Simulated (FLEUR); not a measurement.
# TePb (Fm-3m) in FLEUR: further runs

Aim: see how the results for TePb move with the level of theory and the settings. Levels: RPBE, Wu-Cohen GGA. Tasks: band structure, equation of state.

All numbers are computed with FLEUR, more than one build; they aren't measurements. Logs are shortened: lines on timing, memory, paths and dates and some standing lists are left out, and cuts for length are marked.

**What was measured.**

A printed reference work, monograph reports, for a bulk crystal of TePb at 4.2 K: band gap 0.19 eV (direct).

The results are compared with them further down.

## (1) Starting point

It takes space group Fm-3m (No. 225, cubic). The conventional cell has a = 6.462 Å, b = 6.462 Å, c = 6.462 Å, α = 90.00°, β = 90.00°, γ = 90.00°. Pb (site symmetry m-3m) is surrounded by 6 Te at 3.23 Å. Te (site symmetry m-3m) has 6 Pb at 3.23 Å as nearest neighbours.

## (2) Band structure, RPBE, spin-orbit coupling, no magnetisation

Contents of inp.xml:

```xml
<?xml version="1.0" encoding="UTF-8" standalone="no"?>
<fleurInput fleurInputVersion="0.39">
   <comment>
      TePb                                                                                                
   </comment>
   <calculationSetup>
      <cutoffs Kmax="3.8" Gmax="11.8" GmaxXC="11.8" numbands="all"/>
      <scfLoop itmax="60" minDistance="0.00001" maxIterBroyd="15" imix="Anderson" alpha="0.05" precondParam="0.0" spinf="2.0"/>
      <coreElectrons ctail="T" frcor="F" kcrel="0" coretail_lmax="0"/>
      <xcFunctional name="Rpbe" relativisticCorrections="F"/>
      <magnetism jspins="1"/>
      <soc l_soc="T" theta="0.0" phi="0.0" spav="F"/>
      <expertModes spex="0" secvar="F"/>
      <geometryOptimization l_f="F" forcealpha="1.0" forcemix="BFGS" epsdisp="0.00001" epsforce="0.00001"/>
      <ldaU l_linMix="F" mixParam="0.05" spinf="1.0"/>
   </calculationSetup>
   <cell>
      <bzIntegration valenceElectrons="42.0" mode="hist" fermiSmearingEnergy="0.00183747">
         <kPointListSelection listName="default-1"/>
         <!-- k-points included here -->
         <xi:include xmlns:xi="http://www.w3.org/2001/XInclude" href="kpts.xml"> </xi:include>
      </bzIntegration>
      <!-- symmetry operations included here -->
      <xi:include xmlns:xi="http://www.w3.org/2001/XInclude" href="sym.xml"> </xi:include>
      <bulkLattice scale="1.0">
         <bravaisMatrix>
[... 30 lines left out ...]
            <stateOccupation state="(5p3/2)" spinUp="1.333333" spinDown="1.333333"/>
         </electronConfig>
         <energyParameters s="5" p="5" d="5" f="4"/>
         <lo type="SCLO" l="1" n="4" eDeriv="0"/>
         <lo type="SCLO" l="1" n="4" eDeriv="1"/>
         <lo type="SCLO" l="2" n="4" eDeriv="0"/>
         <lo type="SCLO" l="2" n="4" eDeriv="1"/>
         <lo type="SCLO" l="0" n="5" eDeriv="2"/>
         <lo type="SCLO" l="3" n="4" eDeriv="2"/>
      </species>
   </atomSpecies>
   <atomGroups>
      <atomGroup species="Lead (Pb)">
         <relPos label="                   1">.0000000000 .0000000000 .0000000000</relPos>
         <force calculate="T" relaxXYZ="TTT"/>
      </atomGroup>
      <atomGroup species="Tellurium (Te)">
         <relPos label="                   2">1.000/2.000 1.000/2.000 1.000/2.000</relPos>
         <force calculate="T" relaxXYZ="TTT"/>
      </atomGroup>
   </atomGroups>
   <output dos="F" band="F" slice="F">
      <checks vchk="F" cdinf="F"/>
      <bandDOS minEnergy="-.5*Htr" maxEnergy="0.5*Htr" sigma="0.015" storeEVData="T"/>
      <vacuumDOS vacdos="F" integ="F" star="F" nstars="0" locx1="0.0" locy1="0.0" locx2="0.0" locy2="0.0" nstm="0" tworkf="0.0"/>
      <unfoldingBand unfoldBand="F" supercellX="1" supercellY="1" supercellZ="1"/>
      <plotting iplot="0" polar="F">
         <plot TwoD="T" vec1="  1.0  0.0  0.0" vec2="  0.0  1.0  0.0" vec3="  0.0  0.0  1.0" zero="  0.0  0.0  0.0" file="plot"/>
      </plotting>
      <chargeDensitySlicing numkpt="0" minEigenval="0.0" maxEigenval="0.0" nnne="0" pallst="F"/>
      <specialOutput eonly="F"/>
      <magneticCircularDichroism mcd="F" energyLo="-10.0" energyUp="0.0"/>
   </output>
  <!-- We include the file relax.xml here to enable relaxations (see documentation) -->
  <xi:include xmlns:xi="http://www.w3.org/2001/XInclude" href="relax.xml"> <xi:fallback/> </xi:include>
</fleurInput>
```

Contents of crystal.txt:

```
TePb
&input cartesian=F /
0.0000000000  3.2310000000  3.2310000000
3.2310000000  0.0000000000  3.2310000000
3.2310000000  3.2310000000  0.0000000000
1.8897261246
1.0 1.0 1.0

2
82 0.0000000000  0.0000000000  0.0000000000
52 0.5000000000  0.5000000000  0.5000000000

&soc 0.0 0.0 /
&kpt div1=5 div2=5 div3=5 gamma=T /
```

Contents of inp.xml (bands):

```
<?xml version="1.0" encoding="UTF-8" standalone="no"?>
<fleurInput fleurInputVersion="0.39">
   <comment>
      TePb                                                                                                
   </comment>
   <calculationSetup>
      <cutoffs Kmax="3.8" Gmax="11.8" GmaxXC="11.8" numbands="all"/>
      <scfLoop itmax="60" minDistance="0.00001" maxIterBroyd="15" imix="Anderson" alpha="0.05" precondParam="0.0" spinf="2.0"/>
      <coreElectrons ctail="T" frcor="F" kcrel="0" coretail_lmax="0"/>
      <xcFunctional name="Rpbe" relativisticCorrections="F"/>
      <magnetism jspins="1"/>
      <soc l_soc="T" theta="0.0" phi="0.0" spav="F"/>
      <expertModes spex="0" secvar="F"/>
      <geometryOptimization l_f="F" forcealpha="1.0" forcemix="BFGS" epsdisp="0.00001" epsforce="0.00001"/>
      <ldaU l_linMix="F" mixParam="0.05" spinf="1.0"/>
   </calculationSetup>
   <cell>
      <bzIntegration valenceElectrons="42.0" mode="hist" fermiSmearingEnergy="0.00183747">
         <kPointListSelection listName="path-1"/>
         <!-- k-points included here -->
         <xi:include xmlns:xi="http://www.w3.org/2001/XInclude" href="kpts.xml"> </xi:include>
      </bzIntegration>
      <!-- symmetry operations included here -->
      <xi:include xmlns:xi="http://www.w3.org/2001/XInclude" href="sym.xml"> </xi:include>
      <bulkLattice scale="1.0">
         <bravaisMatrix>
[... 31 lines left out ...]
         </electronConfig>
         <energyParameters s="5" p="5" d="5" f="4"/>
         <lo type="SCLO" l="1" n="4" eDeriv="0"/>
         <lo type="SCLO" l="1" n="4" eDeriv="1"/>
         <lo type="SCLO" l="2" n="4" eDeriv="0"/>
         <lo type="SCLO" l="2" n="4" eDeriv="1"/>
         <lo type="SCLO" l="0" n="5" eDeriv="2"/>
         <lo type="SCLO" l="3" n="4" eDeriv="2"/>
      </species>
   </atomSpecies>
   <atomGroups>
      <atomGroup species="Lead (Pb)">
         <relPos label="                   1">.0000000000 .0000000000 .0000000000</relPos>
         <force calculate="T" relaxXYZ="TTT"/>
      </atomGroup>
      <atomGroup species="Tellurium (Te)">
         <relPos label="                   2">1.000/2.000 1.000/2.000 1.000/2.000</relPos>
         <force calculate="T" relaxXYZ="TTT"/>
      </atomGroup>
   </atomGroups>
   <output dos="F" band="T" slice="F">
      <checks vchk="F" cdinf="F"/>
      <bandDOS minEnergy="-.5*Htr" maxEnergy="0.5*Htr" sigma="0.015" storeEVData="T"/>
      <vacuumDOS vacdos="F" integ="F" star="F" nstars="0" locx1="0.0" locy1="0.0" locx2="0.0" locy2="0.0" nstm="0" tworkf="0.0"/>
      <unfoldingBand unfoldBand="F" supercellX="1" supercellY="1" supercellZ="1"/>
      <plotting iplot="0" polar="F">
         <plot TwoD="T" vec1="  1.0  0.0  0.0" vec2="  0.0  1.0  0.0" vec3="  0.0  0.0  1.0" zero="  0.0  0.0  0.0" file="plot"/>
      </plotting>
      <chargeDensitySlicing numkpt="0" minEigenval="0.0" maxEigenval="0.0" nnne="0" pallst="F"/>
      <specialOutput eonly="F"/>
      <magneticCircularDichroism mcd="F" energyLo="-10.0" energyUp="0.0"/>
   </output>
  <!-- We include the file relax.xml here to enable relaxations (see documentation) -->
  <xi:include xmlns:xi="http://www.w3.org/2001/XInclude" href="relax.xml"> <xi:fallback/> </xi:include>
</fleurInput>
```

Potentials or basis: all-electron, FLAPW.

Command:

```bash
> inpgen -f crystal.txt -profile fastHighL
> # inp.xml edited to the form shown
> fleur
> fleur   # second run, on inp.xml (bands)
```

What it wrote:

```text
Welcome to FLEUR        (www.flapw.de)
      MaX-Release 8.1          (www.max-centre.eu)

 ========== k-point set info ==========
 Selected k-point list: default-1
 k-point list type: mesh
 5 x 5 x 5
 Number of k points: 21

 ------------Calculation Setup---------------------------
 Number of OMP-threads    :            1
 Number of basis functions:          516
 Approximate size of matrices (H+S) per k-point:         0.004 GB
 --------------------------------------------------------
 Iteration:     1   Distance:       8.09028945 me/bohr^3
 Iteration:     2   Distance:       7.56170932 me/bohr^3
 Iteration:     3   Distance:       3.24453400 me/bohr^3
 Iteration:     4   Distance:       0.88104572 me/bohr^3
 Iteration:     5   Distance:       0.66819728 me/bohr^3
 Iteration:     6   Distance:       0.08535414 me/bohr^3
 Iteration:     7   Distance:       0.07739526 me/bohr^3
 Iteration:     8   Distance:       0.01653601 me/bohr^3
 Iteration:     9   Distance:       0.00499320 me/bohr^3
 Iteration:    10   Distance:       0.00376664 me/bohr^3
 Iteration:    11   Distance:       0.00314628 me/bohr^3
 Iteration:    12   Distance:       0.00029805 me/bohr^3
 Iteration:    13   Distance:       0.00011117 me/bohr^3
 Iteration:    14   Distance:       0.00008765 me/bohr^3
 Iteration:    15   Distance:       0.00000870 me/bohr^3

 ********************************************************************
 Run finished successfully
 Stop message:
   all done
 ********************************************************************
```

output (bands):

```text
Welcome to FLEUR        (www.flapw.de)
      MaX-Release 8.1          (www.max-centre.eu)

 ========== k-point set info ==========
 Selected k-point list: path-1
 k-point list type: path
 Number of k points: 60

 ------------Calculation Setup---------------------------
 Number of OMP-threads    :            1
 Number of basis functions:          528
 Approximate size of matrices (H+S) per k-point:         0.004 GB
 --------------------------------------------------------
 Fermi energy correction for metals:
 Fermi energy in bands.* files may not be consistent with last density.
 Please correct it manually (e.g. in band.gnu file).

 Note: Band structure data (together with different weights) is also stored in the banddos.hdf file.
       A convenient way of extracting and plotting the data from that file is by making use of the

 ********************************************************************
 Run finished successfully
 Stop message:
   Charge density postprocessing done.
 ********************************************************************
```

out.xml (last iteration):

```text
<iteration numberForCurrentRun="   15" overallNumber="   15">
         <energyParameters units="Htr">
            <atomicEP atomType="1" spin="1" branch="6s" branchLowest="-4.89" branchHighest="0.56" value="-0.0663354958"/>
            <atomicEP atomType="1" spin="1" branch="6p" branchLowest="-2.74" branchHighest="1.39" value="0.2174636687"/>
            <atomicEP atomType="1" spin="1" branch="5d" branchLowest="-14.34" branchHighest="-0.31" value="-0.3430340903"/>
            <atomicEP atomType="1" spin="1" branch="5f" branchLowest="-4.47" branchHighest="1.85" value="0.5575734754"/>
            <loAtomicEP atomType="1" spin="1" branch="5p" branchLowest="-23.27" branchHighest="-2.74" value="-2.7491503168"/>
            <loAtomicEP atomType="1" spin="1" branch="5p" branchLowest="-23.27" branchHighest="-2.74" value="-2.7491503168"/>
            <loAtomicEP atomType="1" spin="1" branch="6s" branchLowest="-4.89" branchHighest="0.56" value="-0.0663354958"/>
            <loAtomicEP atomType="1" spin="1" branch="5d" branchLowest="-14.34" branchHighest="-0.31" value="-0.3809049562"/>
            <loAtomicEP atomType="1" spin="1" branch="5f" branchLowest="-4.47" branchHighest="1.85" value="0.5575511245"/>
            <atomicEP atomType="2" spin="1" branch="5s" branchLowest="-5.60" branchHighest="0.33" value="-0.1571027577"/>
            <atomicEP atomType="2" spin="1" branch="5p" branchLowest="-3.76" branchHighest="0.95" value="0.1341775211"/>
            <atomicEP atomType="2" spin="1" branch="5d" branchLowest="-1.08" branchHighest="2.04" value="0.3776360939"/>
            <atomicEP atomType="2" spin="1" branch="4f" branchLowest="-9.99" branchHighest="1.55" value="0.5357550998"/>
            <loAtomicEP atomType="2" spin="1" branch="4p" branchLowest="-29.05" branchHighest="-3.76" value="-3.7631003294"/>
            <loAtomicEP atomType="2" spin="1" branch="4p" branchLowest="-29.05" branchHighest="-3.76" value="-3.7631003294"/>
            <loAtomicEP atomType="2" spin="1" branch="4d" branchLowest="-20.10" branchHighest="-1.08" value="-1.0884958970"/>
            <loAtomicEP atomType="2" spin="1" branch="4d" branchLowest="-20.10" branchHighest="-1.08" value="-1.0884958970"/>
            <loAtomicEP atomType="2" spin="1" branch="5s" branchLowest="-5.60" branchHighest="0.33" value="-0.1571027577"/>
            <loAtomicEP atomType="2" spin="1" branch="4f" branchLowest="-9.99" branchHighest="1.55" value="0.5357503225"/>
         </energyParameters>
         <eigenvalues>
            <eigenvaluesAt spin="1" ikpt="1" k_x="0.00000000" k_y="0.00000000" k_z="0.00000000">
                      -3.9903901265       -3.9903901265       -3.6520356992       -3.6520356992       -3.6520356952
                      -3.6520356952       -3.2322754583       -3.2322754583       -2.5252113026       -2.5252113026
                      -2.5252112999       -2.5252112999       -1.1202794597       -1.1202794597       -1.1202794550
[... 122 lines left out ...]
            <totalCharge value="41.9999999999"/>
         </valenceDensity>
         <coreStates atomType="     1" atomicNumber=" 82" spin="1" kinEnergy="  24111.8761680221" eigValSum=" -12923.3132235104" lostElectrons=" 0.000045">
            <state n="1" l="0" j="0.5" energy="-3232.9511127065" weight="1.0000000000"/>
            <state n="2" l="0" j="0.5" energy="-577.4181961206" weight="1.0000000000"/>
            <state n="2" l="1" j="0.5" energy="-554.3148613115" weight="1.0000000000"/>
            <state n="2" l="1" j="1.5" energy="-473.8566839825" weight="2.0000000000"/>
            <state n="3" l="0" j="0.5" energy="-138.2989058751" weight="1.0000000000"/>
            <state n="3" l="1" j="0.5" energy="-127.9108624568" weight="1.0000000000"/>
[... 9 lines left out ...]
            <state n="4" l="3" j="3.5" energy="-4.3944988332" weight="4.0000000000"/>
            <state n="5" l="0" j="0.5" energy="-4.8873215045" weight="1.0000000000"/>
         </coreStates>
         <coreStates atomType="     2" atomicNumber=" 52" spin="1" kinEnergy="   6892.7388584718" eigValSum="  -4092.1004988690" lostElectrons=" 0.000011">
            <state n="1" l="0" j="0.5" energy="-1161.1553235443" weight="1.0000000000"/>
            <state n="2" l="0" j="0.5" energy="-177.6246879548" weight="1.0000000000"/>
            <state n="2" l="1" j="0.5" energy="-166.3398156941" weight="1.0000000000"/>
            <state n="2" l="1" j="1.5" energy="-156.2563887920" weight="2.0000000000"/>
            <state n="3" l="0" j="0.5" energy="-34.9928095328" weight="1.0000000000"/>
            <state n="3" l="1" j="0.5" energy="-30.3620487349" weight="1.0000000000"/>
            <state n="3" l="1" j="1.5" energy="-28.4811280149" weight="2.0000000000"/>
            <state n="4" l="0" j="0.5" energy="-5.6027561405" weight="1.0000000000"/>
            <state n="3" l="2" j="1.5" energy="-20.3354519253" weight="2.0000000000"/>
            <state n="3" l="2" j="2.5" energy="-19.9422901229" weight="3.0000000000"/>
         </coreStates>
         <allElectronCharges>
            <spinDependentCharge spin="1" total="134.0000000" interstitial="3.9013689" mtSpheres="130.0986311"/>
            <totalCharge value="133.9999999977"/>
         </allElectronCharges>
         <totalEnergy                                    value="   -27726.1315758578" units="Htr">
            <sumOfEigenvalues                            value="   -17068.6421414211">
               <coreElectrons value="-17015.4137223794"/>
               <valenceElectrons value="-53.2284190417"/>
            </sumOfEigenvalues>
            <densityCoulombPotentialIntegral value="-47888.4437164539"/>
            <densityEffectivePotentialIntegral value="-48625.7414477461"/>
            <chargeDenXCDenIntegral value="-567.4076857624"/>
            <FockExchangeEnergyValence value="0.0000000000"/>
            <FockExchangeEnergyCore value="0.0000000000"/>
            <atomTypeDependentContributions atomType="1">
               <electronNucleiInteractionDifferentMTs value="26465.5997989748"/>
               <MadelungTerm value="-39.4281948571"/>
            </atomTypeDependentContributions>
            <atomTypeDependentContributions atomType="2">
               <electronNucleiInteractionDifferentMTs value="8242.7318172640"/>
               <MadelungTerm value="-23.8415270976"/>
            </atomTypeDependentContributions>
            <tkbTimesEntropy value="0.0000046819"/>
            <freeEnergy value="-27726.1315805397"/>
            <extrapolationTo0K value="-27726.1315781987"/>
         </totalEnergy>
         <densityConvergence units="me/bohr^3">
            <chargeDensity spin="1" distance="0.0000087045"/>
         </densityConvergence>
      </iteration>
```

It took 7.5 min on 1 thread of Intel Xeon Platinum 8259CL at 2.50GHz (Skylake/Cascade Lake), shared host; peak memory 0.16 GiB.

Results:

| Property | Result |
| --- | --- |
| Free energy | -754466.4755 eV |
| Band gap along the path | 0.25 eV, direct |
| Valence electrons inside the program's atomic spheres | Pb 17.93; Te 20.17 (radii Pb 2.66, Te 2.66 bohr) |

Levels at the corners of the path, in eV from the Fermi level:
```csv
point,band 39,band 40,band 41,band 42,band 43,band 44,band 45,band 46
Γ,-1.37,-1.37,-1.37,-1.37,2.70,2.70,4.51,4.51
X,-3.43,-3.43,-2.82,-2.82,3.16,3.16,4.56,4.56
W,-4.08,-4.08,-0.69,-0.69,1.42,1.42,5.01,5.01
K,-2.81,-2.81,-2.19,-2.19,2.99,2.99,3.85,3.85
Γ,-1.37,-1.37,-1.37,-1.37,2.70,2.70,4.51,4.51
L,-1.01,-1.01,-0.20,-0.20,0.06,0.06,1.13,1.13
U,-2.81,-2.81,-2.19,-2.19,2.99,2.99,3.85,3.85
W,-4.08,-4.08,-0.69,-0.69,1.42,1.42,5.01,5.01
L,-1.01,-1.01,-0.20,-0.20,0.06,0.06,1.13,1.13
K,-2.81,-2.81,-2.19,-2.19,2.99,2.99,3.85,3.85
U,-2.81,-2.81,-2.19,-2.19,2.99,2.99,3.85,3.85
X,-3.43,-3.43,-2.82,-2.82,3.16,3.16,4.56,4.56
```

Core levels (eV from the Fermi level):
```
atom                                                                                                                                                                                                                                                     levels
1 Pb  1s1/2 -87979.9, 2s1/2 -15719.1, 2p1/2 -15090.5, 2p3/2 -12901.1, 3s1/2 -3770.1, 3p1/2 -3487.4, 3p3/2 -2998.8, 4s1/2 -851.1, 3d3/2 -2536.4, 3d5/2 -2432.4, 4p1/2 -728.8, 4p3/2 -609.2, 4d3/2 -410.7, 4d5/2 -388.3, 4f5/2 -131.4, 4f7/2 -126.4, 5s1/2 -139.8
2 Te                                                                                                            1s1/2 -31603.4, 2s1/2 -4840.2, 2p1/2 -4533.1, 2p3/2 -4258.7, 3s1/2 -959.0, 3p1/2 -833.0, 3p3/2 -781.8, 4s1/2 -159.2, 3d3/2 -560.1, 3d5/2 -549.4
```

Caveat: this odd mesh misses L, where the gap lies, so gap, dielectric constants and Born charges aren't listed.

(Continued in part 2 of 2.)
